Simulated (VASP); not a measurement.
A run of VASP 6.6.1:

Contents of INCAR:

```
SYSTEM = Si
PREC = Accurate
ENCUT = 600
EDIFF = 1E-7
ISMEAR = 0
SIGMA = 0.03
LREAL = .FALSE.
LASPH = .TRUE.
NELM = 80
ALGO = Normal
ISIF = 2
LWAVE = .FALSE.
LCHARG = .FALSE.
GGA = PE
IVDW = 12
IBRION = 2
NSW = 40
EDIFFG = -0.01
```

Contents of KPOINTS:

```
Automatic mesh
0
G
  10 10 10
  0 0 0
```

The input POSCAR:

```
Si                                      
1.0
    0.0000000000      2.7455913944      2.7455913944
    2.7455913944      0.0000000000      2.7455913944
    2.7455913944      2.7455913944      0.0000000000
  Si            
     2
Direct
     0.7500000000000000    0.7500000000000000    0.7500000000000000
     0.5000000000000000    0.5000000000000000    0.5000000000000000
```

Potentials or basis: VASP PAW PBE potentials, release 64 (Si).

The run is started by

```bash
$ cat potpaw_PBE.64/Si/POTCAR > POTCAR
$ mpirun -np 1 vasp_std > vasp.out
```

Hardware: 1 thread of Intel(R) Xeon(R) Platinum 8488C (Sapphire Rapids), with other jobs on the host.

Problem. Estimate the wall time of this run.

Solution. It took 8 s on 1 thread of Intel(R) Xeon(R) Platinum 8488C (Sapphire Rapids), with other jobs on the host, peak memory 0.17 GiB. Counts: scf iterations 13, k points 47, ion steps 1.
